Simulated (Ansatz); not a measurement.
**Dielectric response of KCl (001) films**

Aim: the electronic and static ε of rocksalt KCl (001) from films of several thicknesses in a field.

Main program and level: Ansatz 0.2.0; plane-wave DFT, LDA, Ansatz PAW.

## 1. The structure

The cell holds 6 atoms: 3 K and 3 Cl. Cell: a = 4.448 Å, b = 4.448 Å, c = 24.290 Å, α = 90.0°, β = 90.0°, γ = 90.0°. It derives from KCl (rocksalt KCl). Vacuum lies along c.

## 2. Relaxation, 6 atoms, units 3

The structure is relaxed first, because levels and dipoles at a surface follow the positions of the outer atoms.

File input.yaml:

```yaml
crystal:
  lattice:
    - [4.44770165, 0.0, 0.0]
    - [0.0, 4.44770165, 0.0]
    - [0.0, 0.0, 24.29]
  atoms:
    - { symbol: K, position: [0.5, 0.5, 0.3705228489] }
    - { symbol: Cl, position: [0.0, 0.0, 0.3705228489] }
    - { symbol: K, position: [0.0, 0.0, 0.5] }
    - { symbol: Cl, position: [0.5, 0.5, 0.5] }
    - { symbol: K, position: [0.5, 0.5, 0.6294771511] }
    - { symbol: Cl, position: [0.0, 0.0, 0.6294771511] }
kpoints:
  mp_grid: { grid: [6, 6, 1] }
hamiltonian:
  xc: lda
scf:
  occupations: { method: fixed }
  convergence: { dr2_threshold: 1.0e-09 }
efield:
  axis: 3
  dipole_correction: true
  ramp_position: 0.97
  ramp_width: 0.06
relax:
  f_tol: 0.003
  max_steps: 100
output:
  write_potential: true
  write_density: true
  volumetric_format: npy
```

Run with:

```sh
$ ansatz run input.yaml --threads 4 --pin off --max-ram 12288MiB --backend cpu --events-out ev --progress --plain --runs-dir out
```

Numbers of over 12 decimals in the logs are rounded to 6 here.

The program printed:

```text
Engine: ansatz 0.2.0, aarch64-unknown-linux-gnu
Pseudopotentials: kind: paw
Pseudopotential: K, paw, valence charge 9, recommended cutoff 420 eV (normal), K.paw.azcp
Pseudopotential: Cl, paw, valence charge 7, recommended cutoff 420 eV (normal), Cl.paw.azcp
Functional definition: SPW92
  exchange = slater_x
  correlation = pw_c
Crystal: 6 atoms, lattice volume = 480.506 Å³
Basis set: ecut = 420 eV, 9481 PW (Γ)
Bands: 30, of which v1, the nominal top of the filled ones, is band 24 counted from 1 (23 counted from 0)
Symmetry: 8 space group operations
k-points: 10 of 36
Non-local potential: K, projectors of the file, l = 0: 3, l = 1: 2, l = 2: 2
Non-local potential: Cl, projectors of the file, l = 0: 2, l = 1: 2, l = 2: 2
PAW form: soft (Blöchl's): semilocal exchange-correlation on the pseudo side does not see the compensation charge
PAW frozen core: K, regenerated for the run's functional, and the local potential with it (the file was generated under x = pbe(κ = 0.804, μ = 0.219515), c = pbe(β = 0.066725))
PAW frozen core: Cl, regenerated for the run's functional, and the local potential with it (the file was generated under x = pbe(κ = 0.804, μ = 0.219515), c = pbe(β = 0.066725))
PAW one-centre angular grid: K, 110 points (default); XC on 64 Gauss nodes
PAW one-centre angular grid: Cl, 110 points (default); XC on 64 Gauss nodes
Initial density: superposition of atomic densities (neutral atoms: chi_scale 0, normalization atom), corrected by the library's trained network
Initial wavefunctions: pseudopotential atomic-orbital guess
Functional: x = slater, c = lda
SCF iter   1: F=—  HF=-7632.293559 eV  |F-HF|=—  |Δ(HF+E_count)|=         —  Δρ=3.81e-3  dr2=7.12e-2  ethr=1.77e-3  p=-0.000 e·Å  D=-2.21e-14 V/Å  ΔV_dip=0.00 eV  dr2_dipole=2.62e-11  V_vac-E_F(+/−)=6.18/6.18 eV  ⟨swp⟩=5.6  Hψ=1168  notcnv=0  defer=32
efield: sawtooth ramp at fractional position 0.9700 (set: `efield.ramp_position`, or a place that a band, a saddle search or an elastic batch's reference lends), width 0.0600; the density the first Hamiltonian is built on has a dipole p = -0.000 e·Å; the dipole correction subtracts the counter field D = -2.21e-14 V/Å, which shifts the + side's vacuum level by +0.00 eV against the − side's; the planar-averaged density in the ramp window peaks in size at 1.6e-6 e/Å³
preconditioner: auto → Resta (q_TF=auto, 1.858 Å⁻¹)  ε∞=1.7  [insulator: Δε(μ)=4.632 eV  Ē_g=13.362 eV  n_scr=50 (ndim 8)  ℏωp=11.0 eV  f_vac=0.596  ε∞_Penn≈1.7  vacuum switching on, ρ_ref=1.3e-2 e/Å³]
SCF iter   2: F=—  HF=-7632.273015 eV  |F-HF|=—  |Δ(HF+E_count)|=   2.05e-2  Δρ=1.81e-3  dr2=8.20e-3  ethr=1.48e-4  p=-0.000 e·Å  D=-1.26e-6 V/Å  ΔV_dip=0.00 eV  dr2_dipole=4.01e-11  V_vac-E_F(+/−)=6.31/6.31 eV  ⟨swp⟩=2.0  Hψ=491  notcnv=0  defer=36
density mixer auto → msr1: gapped (density of states about μ 0.00 of a free-electron gas's, 50 screened modes)
SCF iter   3: F=—  HF=-7632.270862 eV  |F-HF|=—  |Δ(HF+E_count)|=   2.15e-3  Δρ=5.06e-4  dr2=8.09e-4  ethr=1.71e-5  p=0.000 e·Å  D=1.36e-6 V/Å  ΔV_dip=-0.00 eV  dr2_dipole=1.15e-11  V_vac-E_F(+/−)=6.33/6.33 eV  ⟨swp⟩=2.6  Hψ=316  notcnv=0  defer=40
SCF iter   4: F=—  HF=-7632.270701 eV  |F-HF|=—  |Δ(HF+E_count)|=   1.60e-4  Δρ=4.14e-5  dr2=5.02e-6  ethr=1.68e-6  p=0.000 e·Å  D=5.51e-8 V/Å  ΔV_dip=-0.00 eV  dr2_dipole=2.29e-12  V_vac-E_F(+/−)=6.34/6.34 eV  ⟨swp⟩=2.7  Hψ=419  notcnv=0  defer=40
SCF iter   5: F=—  HF=-7632.270709 eV  |F-HF|=—  |Δ(HF+E_count)|=   7.51e-6  Δρ=1.45e-5  dr2=5.96e-7  ethr=1.05e-8  p=0.000 e·Å  D=6.97e-7 V/Å  ΔV_dip=-0.00 eV  dr2_dipole=1.36e-12  V_vac-E_F(+/−)=6.34/6.34 eV  ⟨swp⟩=2.1  Hψ=503  notcnv=0  defer=32
SCF iter   6: F=—  HF=-7632.270772 eV  |F-HF|=—  |Δ(HF+E_count)|=   6.35e-5  Δρ=3.96e-6  dr2=1.01e-7  ethr=1.24e-9  p=0.000 e·Å  D=2.17e-7 V/Å  ΔV_dip=-0.00 eV  dr2_dipole=3.18e-13  V_vac-E_F(+/−)=6.34/6.34 eV  ⟨swp⟩=2.0  Hψ=508  notcnv=0  defer=27
SCF iter   7: F=—  HF=-7632.270772 eV  |F-HF|=—  |Δ(HF+E_count)|=   1.18e-8  Δρ=4.78e-7  dr2=1.01e-9  ethr=2.10e-10  p=0.000 e·Å  D=3.61e-7 V/Å  ΔV_dip=-0.00 eV  dr2_dipole=2.33e-16  V_vac-E_F(+/−)=6.34/6.34 eV  ⟨swp⟩=2.0  Hψ=494  notcnv=0  defer=27
SCF iter   8: F=-7632.270772 eV  HF=-7632.270772 eV  |F-HF|=2.64e-11  |Δ(HF+E_count)|=  1.49e-10  Δρ=1.58e-7  dr2=1.05e-10  ethr=2.08e-12  p=0.000 e·Å  D=3.69e-7 V/Å  ΔV_dip=-0.00 eV  dr2_dipole=1.07e-12  V_vac-E_F(+/−)=6.34/6.34 eV  ⟨swp⟩=6.3  Hψ=1525  notcnv=0
SCF 1 converged in 8 iterations: F = -7632.270772 eV  dr2 = 1.05e-10
  greatest PAW one-centre occupation: 0.985 electrons in one spin orbital (limit 2), on the K atom at site 2 (counted from 0), in its partial waves of l = 0
relax step   1: F+E_penalty+E_count = -7632.27077245 eV  Δ(F+E_penalty+E_count) = +0.000e0 eV  max|allowed force component| = 1.807e-1 eV/Å  Δτ_max = 0.0000 Å  (8 SCF iters, accepted)
Initial density: handed on by an earlier stage of this run
Initial wavefunctions: those handed on with the density
iter 1 solved again at ethr=3.53e-5 eV; its pass at ethr=3.10e-3 eV (dr2=1.69e-2 eV) is discarded
SCF iter   1: F=—  HF=-7632.308471 eV  |F-HF|=—  |Δ(HF+E_count)|=         —  Δρ=1.28e-3  dr2=1.75e-2  ethr=3.53e-5  p=0.000 e·Å  D=3.69e-7 V/Å  ΔV_dip=-0.00 eV  dr2_dipole=3.24e-13  V_vac-E_F(+/−)=6.36/6.36 eV  ⟨swp⟩=2.2  Hψ=1222  notcnv=0  defer=40
efield: sawtooth ramp at fractional position 0.9700 (set: `efield.ramp_position`, or a place that a band, a saddle search or an elastic batch's reference lends), width 0.0600; the density the first Hamiltonian is built on has a dipole p = 0.000 e·Å; the dipole correction subtracts the counter field D = 3.69e-7 V/Å, which shifts the + side's vacuum level by -0.00 eV against the − side's; the planar-averaged density in the ramp window peaks in size at 6.0e-8 e/Å³
preconditioner: auto → Resta (q_TF=auto, 1.858 Å⁻¹)  ε∞=1.7  [insulator: Δε(μ)=4.889 eV  Ē_g=13.548 eV  n_scr=50 (ndim 8)  ℏωp=11.0 eV  f_vac=0.603  ε∞_Penn≈1.7  vacuum switching on, ρ_ref=1.3e-2 e/Å³]
SCF iter   2: F=—  HF=-7632.306512 eV  |F-HF|=—  |Δ(HF+E_count)|=   1.96e-3  Δρ=5.65e-4  dr2=1.48e-3  ethr=3.53e-5  p=0.000 e·Å  D=2.07e-7 V/Å  ΔV_dip=-0.00 eV  dr2_dipole=1.23e-14  V_vac-E_F(+/−)=6.35/6.35 eV  ⟨swp⟩=3.4  Hψ=414  notcnv=0  defer=40  κ⁻¹=1.0e0(r=1)
density mixer auto → broyden: gapped, where msr1 would fit the directions that read negative (density of states about μ 0.00 of a free-electron gas's, 50 screened modes)
[...]
SCF iter   4: F=—  HF=-7632.315411 eV  |F-HF|=—  |Δ(HF+E_count)|=   4.33e-4  Δρ=4.58e-5  dr2=9.98e-6  ethr=6.69e-7  p=0.000 e·Å  D=2.48e-7 V/Å  ΔV_dip=-0.00 eV  dr2_dipole=7.80e-15  V_vac-E_F(+/−)=6.41/6.41 eV  ⟨swp⟩=3.8  Hψ=447  notcnv=0  defer=39  κ⁻¹=5.5e-4(r=3)
SCF iter   5: F=—  HF=-7632.315425 eV  |F-HF|=—  |Δ(HF+E_count)|=   1.42e-5  Δρ=1.27e-5  dr2=6.21e-7  ethr=2.08e-8  p=0.000 e·Å  D=2.86e-7 V/Å  ΔV_dip=-0.00 eV  dr2_dipole=1.45e-14  V_vac-E_F(+/−)=6.41/6.41 eV  ⟨swp⟩=2.0  Hψ=481  notcnv=0  defer=36  κ⁻¹=4.2e-5(r=4)
SCF iter   6: F=—  HF=-7632.315500 eV  |F-HF|=—  |Δ(HF+E_count)|=   7.50e-5  Δρ=3.92e-6  dr2=4.97e-8  ethr=1.29e-9  p=0.000 e·Å  D=2.44e-7 V/Å  ΔV_dip=-0.00 eV  dr2_dipole=5.75e-15  V_vac-E_F(+/−)=6.41/6.41 eV  ⟨swp⟩=2.5  Hψ=431  notcnv=0  defer=35  κ⁻¹=4.8e-6(r=5)
SCF iter   7: F=—  HF=-7632.315500 eV  |F-HF|=—  |Δ(HF+E_count)|=   4.11e-8  Δρ=8.95e-7  dr2=2.52e-9  ethr=1.04e-10  p=0.000 e·Å  D=2.10e-7 V/Å  ΔV_dip=-0.00 eV  dr2_dipole=3.57e-14  V_vac-E_F(+/−)=6.41/6.41 eV  ⟨swp⟩=2.0  Hψ=460  notcnv=0  defer=35  κ⁻¹=5.5e-8(r=6)
SCF iter   8: F=-7632.315500 eV  HF=-7632.315500 eV  |F-HF|=2.16e-10  |Δ(HF+E_count)|=   4.42e-9  Δρ=2.24e-7  dr2=3.12e-10  ethr=2.08e-12  p=0.000 e·Å  D=3.19e-7 V/Å  ΔV_dip=-0.00 eV  dr2_dipole=1.61e-12  V_vac-E_F(+/−)=6.41/6.41 eV  ⟨swp⟩=7.3  Hψ=1638  notcnv=0
SCF 3 converged in 8 iterations: F = -7632.315500 eV  dr2 = 3.12e-10
relax step   3: F+E_penalty+E_count = -7632.31550042 eV  Δ(F+E_penalty+E_count) = -6.921e-3 eV  max|allowed force component| = 4.981e-2 eV/Å  Δτ_max = 0.0951 Å  (8 SCF iters, accepted)
[...]
relax step   4: F+E_penalty+E_count = -7632.31740623 eV  Δ(F+E_penalty+E_count) = -1.906e-3 eV  max|allowed force component| = 5.335e-3 eV/Å  Δτ_max = 0.0335 Å  (7 SCF iters, accepted)
SCF iter   1: F=—  HF=-7632.317360 eV  |F-HF|=—  |Δ(HF+E_count)|=         —  Δρ=3.37e-5  dr2=3.22e-5  ethr=4.23e-7  p=0.000 e·Å  D=1.28e-7 V/Å  ΔV_dip=-0.00 eV  dr2_dipole=1.74e-14  V_vac-E_F(+/−)=6.44/6.44 eV  ⟨swp⟩=2.1  Hψ=558  notcnv=0  defer=40
efield: sawtooth ramp at fractional position 0.9700 (set: `efield.ramp_position`, or a place that a band, a saddle search or an elastic batch's reference lends), width 0.0600; the density the first Hamiltonian is built on has a dipole p = 0.000 e·Å; the dipole correction subtracts the counter field D = 1.28e-7 V/Å, which shifts the + side's vacuum level by -0.00 eV against the − side's; the planar-averaged density in the ramp window peaks in size at 2.5e-7 e/Å³
preconditioner: auto → Resta (q_TF=auto, 1.858 Å⁻¹)  ε∞=1.7  [insulator: Δε(μ)=4.858 eV  Ē_g=13.467 eV  n_scr=50 (ndim 8)  ℏωp=11.0 eV  f_vac=0.608  ε∞_Penn≈1.7  vacuum switching on, ρ_ref=1.3e-2 e/Å³]
SCF iter   2: F=—  HF=-7632.317345 eV  |F-HF|=—  |Δ(HF+E_count)|=   1.50e-5  Δρ=1.59e-5  dr2=1.18e-6  ethr=6.72e-8  p=0.000 e·Å  D=1.66e-7 V/Å  ΔV_dip=-0.00 eV  dr2_dipole=1.07e-14  V_vac-E_F(+/−)=6.43/6.43 eV  ⟨swp⟩=2.0  Hψ=457  notcnv=0  defer=22  κ⁻¹=1.0e0(r=1)
density mixer auto → broyden: gapped, where msr1 would fit the directions that read negative (density of states about μ 0.00 of a free-electron gas's, 50 screened modes)
SCF iter   3: F=—  HF=-7632.317420 eV  |F-HF|=—  |Δ(HF+E_count)|=   7.55e-5  Δρ=6.43e-6  dr2=2.02e-7  ethr=2.46e-9  p=0.000 e·Å  D=1.97e-7 V/Å  ΔV_dip=-0.00 eV  dr2_dipole=7.50e-15  V_vac-E_F(+/−)=6.43/6.43 eV  ⟨swp⟩=2.6  Hψ=461  notcnv=0  defer=16  κ⁻¹=1.5e-2(r=2)
SCF iter   4: F=—  HF=-7632.317420 eV  |F-HF|=—  |Δ(HF+E_count)|=   1.96e-8  Δρ=1.54e-6  dr2=5.18e-9  ethr=4.22e-10  p=0.000 e·Å  D=1.60e-7 V/Å  ΔV_dip=-0.00 eV  dr2_dipole=8.79e-17  V_vac-E_F(+/−)=6.43/6.43 eV  ⟨swp⟩=2.0  Hψ=467  notcnv=0  defer=16  κ⁻¹=2.3e-4(r=3)
SCF iter   5: F=-7632.317420 eV  HF=-7632.317420 eV  |F-HF|=1.98e-10  |Δ(HF+E_count)|=   1.64e-9  Δρ=4.18e-7  dr2=5.00e-10  ethr=2.08e-12  p=0.000 e·Å  D=1.63e-7 V/Å  ΔV_dip=-0.00 eV  dr2_dipole=1.05e-12  V_vac-E_F(+/−)=6.43/6.43 eV  ⟨swp⟩=7.3  Hψ=1638  notcnv=0
SCF 5 converged in 5 iterations: F = -7632.317420 eV  dr2 = 5.00e-10
relax step   5: F+E_penalty+E_count = -7632.31742003 eV  Δ(F+E_penalty+E_count) = -1.380e-5 eV  max|allowed force component| = 6.617e-4 eV/Å  Δτ_max = 0.0027 Å  (5 SCF iters, accepted)
NSCF: frozen V_eff on 10 k-points
the band table was solved once a step of the walk had ended and its energy, with any forces and stress, was formed, with the checks that follow a solve (1963 applications of the Hamiltonian). They found nothing against the state; the energy, forces and stress were not computed again (output.eigenvalues in the input reference)
WARN: The output density's exchange-correlation potential varies sharply where the density is thin. Do not read a vacuum level from v_tot or v_xc, or from such a field of the output density. On a cell that repeats whose density bears no net charge and no dipole along the vacuum's axis use v_es (v_loc + v_h of the components); under efield.dipole_correction with no amplitude use v_es + v_field, which holds any externa [...]
SCF converged after 5 iterations
Stability not checked: this state was not tested for a lower state beside it, because the mixer in use, unlike msr1, does not test its closes by its own steps (another_mixer; see scf.mixing.algorithm and scf.lower_state_search)
Free energy (F): -7632.317420 eV
Harris-Foulkes:  -7632.317420 eV  (|F-HF|=1.98e-10)
Internal energy: -7632.317420 eV  (E = F + TS)
E sigma→0 (E₀):  -7632.317420 eV
Fermi energy:    -3.673846 eV
Dipole field:    D = -0.000001 V/Å  (p = -0.000002 e·Å, saw-weighted, corrected)
Work function:   Φ+ = 6.4323 eV   Φ− = 6.4322 eV
Levels:          The Fermi level and band energies are counted from a zero that moves with the ramp; work functions are not
--- Per-component energies (eV) ---
  E_band       = -610.541566
  E_kinetic    = 1244.668946
  E_local      = -20249.418347  (includes V_loc(G=0)·N_el)
  E_nonlocal   = 136.576680
  E_hartree    = 9599.553199
  E_xc         = -716.982191
  E_vxc        = -855.386213  (∫ρ·V_xc dr)
  E_paw        = -4103.781980  (= ΣΔE_a)
  E_vpaw       = -86.090295  (= ΣTr[D̂ρ^β])
  E_aug_tail   = 0.000287  (compensation charges beyond the density's cutoff)
  E_efield     = 0.000000  (sawtooth field / dipole correction)
  E_vefield    = 0.000000  (∫n·V_field dr)
  E_ewald      = 6455.722012
  E_core_change = 1.343975  (= ΣΔE_core)
  E_smearing   = -0.000000  (= −TS)
  E_closure    = -0.000000  (closes the sum)
  Σ components = -7632.317420   (vs F -7632.317420, Δ=0.00e0)
--- Forces (eV/Å), atoms counted from 1 ---
  atom   1  K     -0.00000000     0.00000000     0.00066179
  atom   2  Cl     0.00000000     0.00000000    -0.00027307
  atom   3  K      0.00000000     0.00000000     0.00000003
  atom   4  Cl     0.00000000     0.00000000    -0.00000002
  atom   5  K      0.00000000     0.00000000    -0.00066167
  atom   6  Cl    -0.00000000     0.00000000     0.00027318
  max |Σ_I F_I| component: 2.39e-7 eV/Å
--- Band table (eV; the first three rows and the last of 10) ---
  k-point 0: bands = [... 20 lower, -3.7272, -3.7272, -3.6738, -3.6738, 1.1833, 1.6725, 2.4739, 2.5503, ... 2 higher]
  k-point 1: bands = [... 20 lower, -3.8832, -3.7822, -3.7544, -3.7393, 1.5732, 1.9443, 2.7094, 2.9160, ... 2 higher]
  k-point 2: bands = [... 20 lower, -3.9268, -3.8889, -3.8662, -3.8028, 2.4368, 2.5939, 3.2859, 3.6897, ... 2 higher]
  k-point 9: bands = [... 20 lower, -3.9616, -3.9616, -3.9342, -3.7193, 2.8272, 2.8272, 3.9046, 3.9046, ... 2 higher]
--- Relaxed structure (5 steps of the walk, 5 accepted, 0 SCFs on fresh bases) ---
  F+E_penalty+E_count = -7632.31742003 eV   max|allowed force component| = 6.617e-4 eV/Å
  atoms:
    - { symbol: K, position: [0.5, 0.5, 0.377147] }
    - { symbol: Cl, position: [0, 0.0, 0.376070] }
    - { symbol: K, position: [0, 0.0, 0.500000] }
    - { symbol: Cl, position: [0.5, 0.5, 0.500000] }
    - { symbol: K, position: [0.5, 0.5, 0.622853] }
    - { symbol: Cl, position: [0, 0.0, 0.623930] }
```

Wall time 12 s (4 threads of Arm Neoverse V1, shared host); peak memory 0.67 GiB; 45 s of CPU time.

Step by step:

| step | energy less that of the first step (eV) | largest force component (eV/Å) |
| --- | --- | --- |
| 1 | 0.0000 | 0.1807 |
| 2 | -0.0378 | 0.0735 |
| 3 | -0.0447 | 0.0498 |
| 4 | -0.0466 | 0.0053 |
| 5 | -0.0466 | 0.0007 |

The run keeps the 8 symmetry operations that it works with, so distortions that break them were not tested.

The atoms that moved most (Å):

| atom | dx | dy | dz | length |
| --- | --- | --- | --- | --- |
| K5 | 0.000 | 0.000 | -0.161 | 0.161 |
| K1 | 0.000 | 0.000 | 0.161 | 0.161 |
| Cl2 | 0.000 | 0.000 | 0.135 | 0.135 |
| Cl6 | 0.000 | 0.000 | -0.135 | 0.135 |

Final coordinates:

```xyz
6
Lattice="4.4477 0.0000 0.0000 0.0000 4.4477 0.0000 0.0000 0.0000 24.2900" Properties=species:S:1:pos:R:3
K     2.2239    2.2239    9.1609
Cl    0.0000    0.0000    9.1347
K     0.0000    0.0000   12.1450
Cl    2.2239    2.2239   12.1450
K     2.2239    2.2239   15.1291
Cl    0.0000    0.0000   15.1553
```

Numbers from this step:

| Property | Result |
| --- | --- |
| gap on the k-mesh | 4.857 eV |
| dipole along the normal | -1.93e-6 e·Å |
| ionisation energy, upper face | 6.432 eV |
| electron affinity, upper face | 1.575 eV |

Running mean over 3.145 Å of the planar mean; the ramp of the sawtooth is left out. The electron's electrostatic potential energy less the highest filled level by z:

| z (Å) | electron's electrostatic potential energy less the highest filled level (eV) |
| --- | --- |
| 3.0 | 6.43 |
| 3.5 | 6.43 |
| 4.0 | 6.43 |
| 4.5 | 6.43 |
| 5.0 | 6.43 |
| 5.5 | 6.43 |
| 6.0 | 6.40 |
| 6.5 | 6.30 |
| 7.0 | 5.80 |
| 7.5 | 4.30 |
| 8.0 | 2.62 |
| 8.5 | 1.85 |
| 9.0 | 1.70 |
| 9.5 | 1.66 |
| 10.0 | 1.48 |
| 10.5 | 1.20 |
| 11.0 | 1.29 |
| 11.5 | 1.60 |
| 12.0 | 1.70 |
| 12.5 | 1.68 |
| 13.0 | 1.48 |
| 13.5 | 1.20 |
| 14.0 | 1.29 |
| 14.5 | 1.59 |
| 15.0 | 1.68 |
| 15.5 | 1.74 |
| 16.0 | 2.05 |
| 16.5 | 3.26 |
| 17.0 | 5.04 |
| 17.5 | 6.11 |
| 18.0 | 6.36 |
| 18.5 | 6.42 |
| 19.0 | 6.43 |
| 19.5 | 6.43 |
| 20.0 | 6.43 |
| 20.5 | 6.43 |
| 21.0 | 6.43 |

The relaxation took 5 steps and lowered the energy by 0.047 eV; the largest force on the free atoms ends at 6.6e-4 eV/Å.

The gap is 4.86 eV, with the valence edge 6.43 eV and the conduction edge 1.58 eV under the upper vacuum level.

## 3. The relaxed film, single point, 6 atoms, units 3

The film was relaxed beforehand; a single point on the relaxed positions gives its levels and potential.

input.yaml, the sections that differ from step 2:

```yaml
crystal:
  lattice:
    - [4.44770165, 0.0, 0.0]
    - [0.0, 4.44770165, 0.0]
    - [0.0, 0.0, 24.29]
  atoms:
    - { symbol: K, position: [0.5, 0.5, 0.3771472091] }
    - { symbol: Cl, position: [0.0, 0.0, 0.3760695358] }
    - { symbol: K, position: [0.0, 0.0, 0.4999999917] }
    - { symbol: Cl, position: [0.5, 0.5, 0.5000000119] }
    - { symbol: K, position: [0.5, 0.5, 0.6228527777] }
    - { symbol: Cl, position: [0.0, 0.0, 0.6239304739] }
output:
  eigenvalues: true
  write_potential: true
  write_density: true
  volumetric_format: npy
# kpoints, hamiltonian, scf, efield: as in step 2
# relax: removed
```

The program printed:

```text
[...]
Crystal: 6 atoms, lattice volume = 480.506 Å³
Basis set: ecut = 420 eV, 9481 PW (Γ)
Bands: 30, of which v1, the nominal top of the filled ones, is band 24 counted from 1 (23 counted from 0)
Symmetry: 8 space group operations
k-points: 10 of 36
[...]
SCF iter   1: F=—  HF=-7632.340414 eV  |F-HF|=—  |Δ(HF+E_count)|=         —  Δρ=3.82e-3  dr2=7.18e-2  ethr=1.77e-3  p=-0.000 e·Å  D=-1.91e-7 V/Å  ΔV_dip=0.00 eV  dr2_dipole=1.91e-11  V_vac-E_F(+/−)=6.29/6.29 eV  ⟨swp⟩=5.7  Hψ=1170  notcnv=0  defer=35
[...]
SCF iter   8: F=-7632.317420 eV  HF=-7632.317420 eV  |F-HF|=1.55e-11  |Δ(HF+E_count)|=  1.86e-10  Δρ=1.69e-7  dr2=1.23e-10  ethr=2.08e-12  p=0.000 e·Å  D=2.03e-7 V/Å  ΔV_dip=-0.00 eV  dr2_dipole=1.28e-12  V_vac-E_F(+/−)=6.43/6.43 eV  ⟨swp⟩=12.5  Hψ=1370  notcnv=0
SCF 1 converged in 8 iterations: F = -7632.317420 eV  dr2 = 1.23e-10
[...]
SCF converged after 8 iterations
Free energy (F): -7632.317420 eV
[...]
Internal energy: -7632.317420 eV  (E = F + TS)
E sigma→0 (E₀):  -7632.317420 eV
Fermi energy:    -3.673850 eV
Dipole field:    D = -0.000001 V/Å  (p = -0.000002 e·Å, saw-weighted, corrected)
Work function:   Φ+ = 6.4323 eV   Φ− = 6.4322 eV
[...]
--- Band table (eV; the first three rows and the last of 10) ---
  k-point 0: bands = [... 20 lower, -3.7272, -3.7272, -3.6739, -3.6739, 1.1833, 1.6725, 2.4739, 2.5503, ... 2 higher]
  k-point 1: bands = [... 20 lower, -3.8832, -3.7822, -3.7544, -3.7393, 1.5731, 1.9442, 2.7093, 2.9160, ... 2 higher]
  k-point 2: bands = [... 20 lower, -3.9268, -3.8889, -3.8662, -3.8028, 2.4368, 2.5939, 3.2859, 3.6897, ... 2 higher]
  k-point 9: bands = [... 20 lower, -3.9616, -3.9616, -3.9342, -3.7193, 2.8272, 2.8272, 3.9046, 3.9046, ... 2 higher]
```

Elapsed: 4 s, on 4 threads; peak memory 0.7 GiB; 15 s of CPU time.

This step gave:

| Item | Value |
| --- | --- |
| dipole along the normal | -2.07e-6 e·Å |

Running mean over 3.145 Å of the planar mean; the ramp of the sawtooth is left out. The electron's electrostatic potential energy less the highest filled level by z:

(Unchanged from step 2.)

The gap is 4.86 eV, with the valence edge 6.43 eV and the conduction edge 1.58 eV under the upper vacuum level.

[end of part 1 of 4]

[Logs are printed without paths, hosts, clocks, repeated set-up lines and the standing remarks that a program may print on its own settings, such as how far it seeks lower states.]

[Hosts, paths, dates, database ids (printed as entryN), source tags and the programs' standing remarks are cut or masked in the printed files.]

[Maps of the electrostatic potential energy from Ansatz leave out the sawtooth potential of an applied field or a dipole correction, so their vacuum need not be flat; planar profiles and work functions include it.]
